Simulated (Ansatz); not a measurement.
Consider the atomization: `CCCN` → 3 C• + 9 H• + N•.

Gas-phase electronic energies from Ansatz, PBE0-D4/def2-TZVP geometries. CCSD(T)/CBS adds triple-zeta CCSD(T) − MP2 to the extrapolated MP2 energy (def2 sets, frozen cores). This one scheme is used for every species, atoms too. Open shells (•) are unrestricted, without spin–orbit coupling. Spin–orbit coupling would lower the free atoms: a little for C. One conformer a species, not always the lowest.

`CCCN`:

Z-matrix (Å, degrees):
```
C
C 1 1.519
H 1 1.092 2 111.5
H 1 1.094 2 111.0 3 120.1
H 1 1.093 2 111.6 3 -119.8
C 2 1.526 1 113.6 3 -178.9
H 2 1.097 1 109.8 3 58.9
H 2 1.096 1 109.6 3 -57.3
N 6 1.453 2 116.6 1 -62.5
H 6 1.096 2 109.2 1 59.7
H 6 1.095 2 109.1 1 175.1
H 9 1.013 6 110.6 2 -56.5
H 9 1.012 6 110.9 2 62.0
```

```csv
species,CCSD(T)/CBS(def2) energy (Eh)
`CCCN`,-174.27712
C•,-37.79194
H•,-0.50000
N•,-54.53257
```

(1) Work out ΔE.

Largest T1 diagnostic among the species: 0.009.

## Answers

(1) ΔE = 9 × (-0.50000) + 3 × (-37.79194) + (-54.53257) − (-174.27712) = 1.86873 Eh = +1172.6 kcal/mol.

In def2-TZVPP, CCSD(T) changes the Hartree–Fock value by +280.8 kcal/mol (the triples alone add +13.5 kcal/mol) and MP2 by +287.8 kcal/mol; breaking electron pairs costs correlation energy, which Hartree–Fock lacks. From PBE to PBE0 (25 % exact exchange), in def2-TZVPP and without D4, ΔE moves by −14.8 kcal/mol: exact exchange takes away binding that semilocal exchange gives to molecules.

For atomizations the MP2-based limit and the directly extrapolated one differ by several kJ/mol either way, and by 10 to 25 for some Ge, Se and Sn compounds, so smaller differences from it don't rank the levels.
